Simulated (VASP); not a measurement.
# AlN (Fm-3m) in VASP: notebook, part 2 of 2

VASP 6.6.1.

## 3. Single point, HSE06

The input, POSCAR:

```
AlN
1.0
    0.0000000000      2.0345180000      2.0345180000
    2.0345180000      0.0000000000      2.0345180000
    2.0345180000      2.0345180000      0.0000000000
Al N
1 1
Direct
    0.5000000000      0.5000000000      0.5000000000
    0.0000000000      0.0000000000      0.0000000000
```

The input, INCAR.step1:

```
SYSTEM = AlN
ALGO = Normal
EDIFF = 1E-5
ENCUT = 350
GGA = PE
ISIF = 2
ISMEAR = 0
LASPH = .TRUE.
LCHARG = .FALSE.
LREAL = .FALSE.
LWAVE = .TRUE.
NBANDS = 12
NELM = 100
NKRED = 3
PREC = Accurate
SIGMA = 0.01
```

The input, INCAR.step2:

```
SYSTEM = AlN
ALGO = Normal
EDIFF = 1E-6
ENCUT = 350
GGA = PE
HFSCREEN = 0.2
ISIF = 2
ISMEAR = 0
ISTART = 1
LASPH = .TRUE.
LCHARG = .FALSE.
LHFCALC = .TRUE.
LREAL = .FALSE.
LWAVE = .FALSE.
NBANDS = 12
NELM = 100
NKRED = 3
PREC = Accurate
PRECFOCK = Fast
SIGMA = 0.01
```

The input, KPOINTS:

```
k-points
0
G
  6 6 6
  0 0 0
```

Potentials or basis: VASP PAW PBE potentials, release 64 (Al, N).

Started as:

```bash
cat potpaw_PBE.64/Al/POTCAR potpaw_PBE.64/N/POTCAR > POTCAR
cp INCAR.step1 INCAR
mpirun -np 1 vasp_std > vasp.out
cp INCAR.step2 INCAR
mpirun -np 1 vasp_std > vasp.out
```

It used 9.7 s of CPU time on 1 thread of Intel(R) Xeon(R) Platinum 8488C (Sapphire Rapids) (shared host), which was overloaded at the time.

The run converged, but a check on its numbers failed (symmetry, net force, bounds or a known fault of this set-up), so they aren't taken as properties of the crystal.

Caveat: the k mesh is coarse (spacing up to 0.45 Å⁻¹), so the values aren't converged, least of all with exact exchange; the cutoff lies under the usual one of these potentials, so the numbers hold a large basis-set error; the PAW data sets were made with another functional, which shifts forces and pressure a little.

## 4. Single point, HSE06

POSCAR is that of step 3.

Changes to INCAR.step1 since step 3:

```diff
@@ -13,3 +13,3 @@
 NELM = 100
-NKRED = 3
+NKRED = 1
 PREC = Accurate
```

Changes to INCAR.step2 since step 3:

```diff
@@ -16,3 +16,3 @@
 NELM = 100
-NKRED = 3
+NKRED = 1
 PREC = Accurate
```

The input, KPOINTS:

```
k-points
0
G
  7 7 7
  0 0 0
```

Potentials or basis: VASP PAW PBE potentials, release 64 (Al, N).

Started as:

```bash
cat potpaw_PBE.64/Al/POTCAR potpaw_PBE.64/N/POTCAR > POTCAR
cp INCAR.step1 INCAR
mpirun -np 1 vasp_std > vasp.out
cp INCAR.step2 INCAR
mpirun -np 1 vasp_std > vasp.out
```

OUTCAR:

```text
SYSTEM = AlN
   EDIFF = 1E-6
   ENCUT = 350
   GGA = PE
   HFSCREEN = 0.2
   ISIF = 2
   ISMEAR = 0
   ISTART = 1
   LASPH = .TRUE.
   LHFCALC = .TRUE.
   LREAL = .FALSE.
   NELM = 100
   NKRED = 1
   PREC = Accurate
   PRECFOCK = Fast

 Found     20 irreducible k-points:

 Following reciprocal coordinates:
            Coordinates               Weight
  0.000000  0.000000  0.000000      1.000000
  0.142857  0.000000  0.000000      8.000000
  0.285714  0.000000  0.000000      8.000000
  0.428571  0.000000  0.000000      8.000000
  0.142857  0.142857  0.000000      6.000000
  0.285714  0.142857  0.000000     24.000000
   k-points           NKPTS =     20   k-points in BZ     NKDIM =    343   number of bands    NBANDS=     12
   number of dos      NEDOS =    301   number of ions     NIONS =      2
   total plane-waves  NPLWV =   5832
   dimension x,y,z NGX =    18 NGY =   18 NGZ =   18
   dimension x,y,z NGXF=    36 NGYF=   36 NGZF=   36
   ions per type =               1   1
   NGX,Y,Z   is equivalent  to a cutoff of  10.40, 10.40, 10.40 a.u.
   NGXF,Y,Z  is equivalent  to a cutoff of  20.80, 20.80, 20.80 a.u.
 SYSTEM =  AlN
   PREC   = accura    normal or accurate (medium, high low for compatibility)
[... 78 lines left out ...]
      4       8.8703      2.00000
      5      15.7435      0.00000
      6      22.6153      0.00000
      7      22.6153      0.00000
      8      22.6153      0.00000
      9      27.7509      0.00000
     10      28.4614      0.00000
     11      28.4614      0.00000
     12      29.5448      0.00000
[... 61 lines left out ...]
 k-point     6 :       0.2857    0.1429    0.0000
  band No.  band energies     occupation
      1      -8.6819      2.00000
      2       4.4383      2.00000
      3       7.5284      2.00000
      4       7.5495      2.00000
      5      18.0191      0.00000
      6      19.8447      0.00000
      7      21.2810      0.00000
      8      24.1100      0.00000
      9      25.6920      0.00000
     10      29.3560      0.00000
     11      30.4590      0.00000
     12      34.6848      0.00000

 [... further k-points ...]

------------------------ aborting loop because EDIFF is reached ----------------------------------------

  FORCE on cell =-STRESS in cart. coord.  units (eV):
  Direction    XX          YY          ZZ          XY          YZ          ZX
  --------------------------------------------------------------------------------------
  -------------------------------------------------------------------------------------
  Total       -1.9830972     -1.9830972     -1.9830972     -0.0000000     -0.0000000     -0.0000000
  in kB     -188.6426932   -188.6426932   -188.6426932     -0.0000000     -0.0000000     -0.0000000
  external PRESSURE =    -188.6426932 kB  Pullay stress =       0.0000000 kB

 VOLUME and BASIS-vectors are now :
 -----------------------------------------------------------------------------
  energy-cutoff  :      350.00
  volume of cell :       16.84
      direct lattice vectors                 reciprocal lattice vectors
     0.000000000  2.034518000  2.034518000    -0.245758455  0.245758455  0.245758455
     2.034518000  0.000000000  2.034518000     0.245758455 -0.245758455  0.245758455
     2.034518000  2.034518000  0.000000000     0.245758455  0.245758455 -0.245758455

 POSITION                                       TOTAL-FORCE (eV/Angst)
 -----------------------------------------------------------------------------------
      2.03452      2.03452      2.03452         0.000000      0.000000      0.000000
      0.00000      0.00000      0.00000         0.000000      0.000000      0.000000
 -----------------------------------------------------------------------------------
    total drift:                                0.000000     -0.000000      0.000000

  FREE ENERGIE OF THE ION-ELECTRON SYSTEM (eV)
  ---------------------------------------------------
  free  energy   TOTEN  =       -17.1387391775 eV

  energy  without entropy=      -17.1387391775  energy(sigma->0) =      -17.13873918
```

OUTCAR.step1:

```text
SYSTEM = AlN
   EDIFF = 1E-5
   ENCUT = 350
   GGA = PE
   ISIF = 2
   ISMEAR = 0
[... 204 lines left out ...]
      2.03452      2.03452      2.03452         0.000000     -0.000000      0.000000
      0.00000      0.00000      0.00000        -0.000000      0.000000     -0.000000
 -----------------------------------------------------------------------------------
    total drift:                               -0.000000      0.000000      0.000000

  FREE ENERGIE OF THE ION-ELECTRON SYSTEM (eV)
  ---------------------------------------------------
  free  energy   TOTEN  =       -14.5386702323 eV

  energy  without entropy=      -14.5386702323  energy(sigma->0) =      -14.53867023
```

Run time: 3.8 min. Hardware: 1 thread of Intel Xeon Platinum 8488C (Sapphire Rapids), shared host; peak memory 0.21 GiB.

The run converged, but a check on its numbers failed (symmetry, net force, bounds or a known fault of this set-up), so they aren't taken as properties of the crystal.

Caveat: the cutoff lies under the usual one of these potentials, so the numbers hold a large basis-set error; the PAW data sets were made with another functional, which shifts forces and pressure a little; an odd mesh through Γ misses points on the zone boundary, where band edges often lie.

## 5. Single point, HSE06

POSCAR is that of step 4.

Changes to INCAR.step1 since step 4:

```diff
@@ -3,3 +3,3 @@
 EDIFF = 1E-5
-ENCUT = 350
+ENCUT = 400
 GGA = PE
```

Changes to INCAR.step2 since step 4:

```diff
@@ -3,3 +3,3 @@
 EDIFF = 1E-6
-ENCUT = 350
+ENCUT = 400
 GGA = PE
```

KPOINTS is that of step 4.

Started as:

```bash
cat potpaw_PBE.64/Al/POTCAR potpaw_PBE.64/N/POTCAR > POTCAR
cp INCAR.step1 INCAR
mpirun -np 1 vasp_std > vasp.out
cp INCAR.step2 INCAR
mpirun -np 1 vasp_std > vasp.out
```

Wall time 4.8 min (1 thread of Intel Xeon Platinum 8488C (Sapphire Rapids), shared host); peak memory 0.22 GiB.

The run converged, but some of its settings lie outside the range that counts as converged, so its numbers aren't taken as properties of the crystal.

Results:

```
Free energy            : -17.1559 eV
Band gap on the k mesh : 6.14 eV, indirect (least direct gap 6.92 eV)
```

Caveat: the cutoff is under 1.25 times the usual one of these potentials, so pressure, stress and relaxed cells hold a basis-set (Pulay) error; the PAW data sets were made with another functional, which shifts forces and pressure a little; an odd mesh through Γ misses points on the zone boundary, where band edges often lie.

## 6. Relaxation of cell and atoms, revPBE

The input, INCAR:

```
SYSTEM = AlN
  ALGO = Normal
  EDIFF = 1E-7
  EDIFFG = -0.01
  ENCUT = 600
  GGA = RE
  IBRION = 2
  ISIF = 3
  ISMEAR = -1
  LASPH = .True.
  LCHARG = .False.
  LREAL = .False.
  LWAVE = .False.
  NELM = 80
  NSW = 40
  PREC = Accurate
  SIGMA = 0.05
```

The input, KPOINTS:

```
k-points
0
Gamma
  11 11 11
  0 0 0
```

POSCAR is that of step 5.

Potentials or basis: VASP PAW PBE potentials, release 64 (Al, N).

Started as:

```bash
cat potpaw_PBE.64/Al/POTCAR potpaw_PBE.64/N/POTCAR > POTCAR
mpirun -np 1 vasp_std > vasp.out
```

It took 6.7 s on 1 thread of Intel Xeon 6975P-C (Granite Rapids), shared host; peak memory 0.13 GiB.

It converged, with:

```yaml
Free_energy: -13.9143 eV
Relaxed_volume: 8.52 Å³/atom
Relaxed_cell: a = 2.889 Å, b = 2.889 Å, c = 2.889 Å, α = 60.00°, β = 60.00°, γ = 60.00°
Space_group_after_relaxing_to_0.05_Å: Fm-3m (No. 225)
Energy_gained_by_relaxing: 1.0 meV/atom
Ionic_steps: 3
Pressure_after_relaxing: 0.0 GPa
Band_gap_on_the_k_mesh: 4.53 eV, indirect (least direct gap 5.25 eV)
```

The path:
| step | energy change (eV) | largest force (eV/Å) | pressure (GPa) | volume (Å³) |
| --- | --- | --- | --- | --- |
| 1 | 0.0000 | 0.0000 | 3.05 | 16.84 |
| 2 | -0.0004 | 0.0000 | -2.62 | 17.24 |
| 3 | -0.0019 | 0.0000 | 0.00 | 17.05 |

Final structure:
```
CELL_PARAMETERS angstrom
0.00000 2.04279 2.04279
2.04279 0.00000 2.04279
2.04279 2.04279 0.00000
ATOMIC_POSITIONS crystal
Al 0.50000 0.50000 0.50000
N 0.00000 0.00000 0.00000
```

Levels at points of the mesh, in eV from the valence-band top:
| k point | band 2 | band 3 | band 4 | band 5 | band 6 | band 7 |
| --- | --- | --- | --- | --- | --- | --- |
| (0.00, 0.00, 0.00) | 0.00 | 0.00 | 0.00 | 5.25 | 12.07 | 12.07 |

Caveat: the PAW data sets were made with another functional, which shifts forces and pressure a little; an odd mesh through Γ misses points on the zone boundary, where band edges often lie.
